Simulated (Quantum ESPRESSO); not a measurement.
Runs of Quantum ESPRESSO 7.5 on TiSe. It takes space group P6_3/mmc (No. 194, hexagonal). The conventional cell has a = 3.559 Å, b = 3.559 Å, c = 6.220 Å, α = 90.00°, β = 90.00°, γ = 120.00°. Around Se (site symmetry -6m2) lie 6 Ti at 2.58 Å. Ti (site symmetry -3m) has 6 Se at 2.58 Å as nearest neighbours. 

```csv
task,level,potentials or basis,U,hubbard projectors,mixing beta,form of the LDA correlation,gap on the mesh (eV),pressure (GPa)
single point,PBEsol+U,GBRV 1.5 PBEsol,Ti d U = 3 eV,atomic,0.3,-,none,(b)
band structure,LDA,GBRV 1.5 LDA,-,-,0.5,PZ81,none,-3.9
single point,PBEsol+U,GBRV 1.5 PBEsol,Ti d U = 1 eV,atomic,0.3,-,none,0.7
single point,PBEsol+U,GBRV 1.5 PBEsol,Ti d U = 6 eV,atomic,0.3,-,none,9.2
single point,PBEsol+U,GBRV 1.5 PBEsol,Ti d U = 8 eV,atomic,0.3,-,none,(a)
```

Alike in all rows: no spin polarisation; cell as given; k mesh 9 × 9 × 5; cutoff (eV) 612; smearing fermi-dirac 0.05 eV.

Question: Estimate the missing entries.

Answer: (a) 13.3; (b) 3.7.

Caveats: U without spin polarisation on a metal has little footing (some runs).

A k mesh can miss the band edges, and the runs leave out spin-orbit coupling on Se.

A gap of «none» marks a metal or a gap under the smearing width.

Not every run made on this cell is shown here.
